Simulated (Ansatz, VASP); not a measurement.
# KI2 in VASP and in Ansatz

```
CELL_PARAMETERS angstrom
0.00000 4.27389 4.27389
4.27389 0.00000 4.27389
4.27389 4.27389 0.00000
ATOMIC_POSITIONS crystal
K 0.25000 0.25000 0.25000
I 0.75000 0.75000 0.75000
I 0.50000 0.50000 0.50000
```

Alike in both runs: functional PBE; k mesh 10 × 10 × 10; occupations gaussian, width 0.1 eV; no spin polarisation.

Ansatz relaxed the structure, and its values are those at the end. VASP's run is a single point on that final structure, the one shown.

```csv
,VASP,Ansatz
version,VASP 6.6.1,Ansatz 0.2.0
potentials or method,"VASP PAW PBE potentials, release 64 (K_sv, I)","scalar-relativistic, plane waves, PAW"
plane-wave cutoff (eV),520,420
valence electrons in the cell,23,43
```

```tsv
	VASP	Ansatz	Ansatz less VASP
gap on the k mesh at the Fermi level (eV)	none	none	-
pressure (GPa)	0.0	0.0	0.00
```

A gap of «none» marks a metal or a gap that the smearing closes. With one functional, cell and mesh, what is left measures potentials, basis and numerics. The two sets of potentials don't hold the same shells in valence.

Caveats: an odd number of electrons without spin polarisation forces a metal; a magnetic or distorted state may lie lower. Spin-orbit coupling is left out, which matters for the levels of I.
